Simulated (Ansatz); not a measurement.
input.yaml (Ansatz 0.2.0):

```yaml
crystal:
  lattice:
    - [0.0, 2.2750223211, 2.2750223211]
    - [2.2750223211, 0.0, 2.2750223211]
    - [2.2750223211, 2.2750223211, 0.0]
  atoms:
    - { symbol: B, position: [0.0, 0.0, 0.0] }
    - { symbol: P, position: [0.75, 0.75, 0.75] }
basis:
  ecutwfc: 420
  ecutrho_ratio: 4
kpoints:
  mp_grid: { grid: [12, 12, 12] }
hamiltonian:
  xc: pbesol
scf:
  occupations: { method: gaussian, width: 0.05 }
output:
  forces: true
  stress: true
  eigenvalues: true
```

Launched as:
```sh
ansatz run input.yaml --threads 4 --pin off --max-ram 4096MiB --backend cpu --events-out ev --progress --plain --runs-dir out
```

The chain of runs began from a cell as deposited in COD, expanded in volume.

The output:

```
Pseudopotentials: kind: paw
Pseudopotential: B, paw, valence charge 3, recommended cutoff 420 eV (normal), B.paw.azcp
Pseudopotential: P, paw, valence charge 5, recommended cutoff 420 eV (normal), P.paw.azcp
Crystal: 2 atoms, lattice volume = 23.550 Å³
Basis set: ecut = 420 eV, 459 PW (Γ), exchange–correlation on 48×48×48 points (8 copies of the dense FFT grid, shifted against one another)
Bands: 8, of which v1, the nominal top of the filled ones, is band 4 counted from 1 (3 counted from 0)
Symmetry: 24 space group operations
Space group: F-43m (ITA 216), of the structure as read, at distance tolerance 2.9e-5 Å
k-points: 72 of 1728 (time reversal used)
Initial density: superposition of atomic densities (neutral atoms: chi_scale 0, normalization atom), corrected by the library's trained network
Initial wavefunctions: pseudopotential atomic-orbital guess
Functional: x = pbesol(κ = 0.804, μ = 0.12346), c = pbesol(β = 0.046)
```

```
SCF iter   1: F=—  HF=-893.586256 eV  |F-HF|=—  |Δ(HF+E_count)|=         —  Δρ=4.56e-3  dr2=6.13e-3  ethr=1.77e-3  ⟨swp⟩=6.1  Hψ=5355  notcnv=0
SCF iter   2: F=—  HF=-893.584848 eV  |F-HF|=—  |Δ(HF+E_count)|=   1.41e-3  Δρ=1.66e-3  dr2=7.26e-4  ethr=7.67e-5  ⟨swp⟩=2.1  Hψ=1375  notcnv=0
SCF iter   3: F=—  HF=-893.584672 eV  |F-HF|=—  |Δ(HF+E_count)|=   1.76e-4  Δρ=5.40e-4  dr2=6.31e-5  ethr=9.07e-6  ⟨swp⟩=2.3  Hψ=860  notcnv=0
SCF iter   4: F=—  HF=-893.584672 eV  |F-HF|=—  |Δ(HF+E_count)|=   8.66e-8  Δρ=1.28e-4  dr2=2.24e-6  ethr=7.89e-7  ⟨swp⟩=2.0  Hψ=864  notcnv=0
SCF iter   5: F=—  HF=-893.584673 eV  |F-HF|=—  |Δ(HF+E_count)|=   9.84e-7  Δρ=3.54e-5  dr2=3.83e-7  ethr=2.80e-8  ⟨swp⟩=2.1  Hψ=819  notcnv=0
SCF iter   6: F=-893.584673 eV  HF=-893.584673 eV  |F-HF|=3.18e-8  |Δ(HF+E_count)|=   1.10e-7  Δρ=1.22e-5  dr2=4.33e-8  ethr=1.25e-9  ⟨swp⟩=5.2  Hψ=2926  notcnv=0
```

```
SCF 1 converged in 6 iterations: F = -893.584673 eV  dr2 = 4.33e-8
SCF converged after 6 iterations
Free energy (F): -893.584673 eV
E sigma→0 (E₀):  -893.584673 eV
Fermi energy:    9.684792 eV
--- Forces (eV/Å), atoms counted from 1 ---
  atom   1  B      0.00000000     0.00000000     0.00000000
  atom   2  P      0.00000000     0.00000000     0.00000000
--- Stress (GPa, compression-positive) ---
       -3.230778       0.000000       0.000000
        0.000000      -3.230778       0.000000
        0.000000       0.000000      -3.230778
  P = ⅓ Tr σ = -3.2308 GPa (-32.308 kbar)
```

In short (PBEsol): pressure -3.2 GPa, gap on the mesh 1.14 eV.

It took of the order of 2.1 core-seconds on a shared host.

Absolute energies hang on the potentials; compare differences alone.

Semilocal functionals underestimate band gaps, commonly by a third or more.
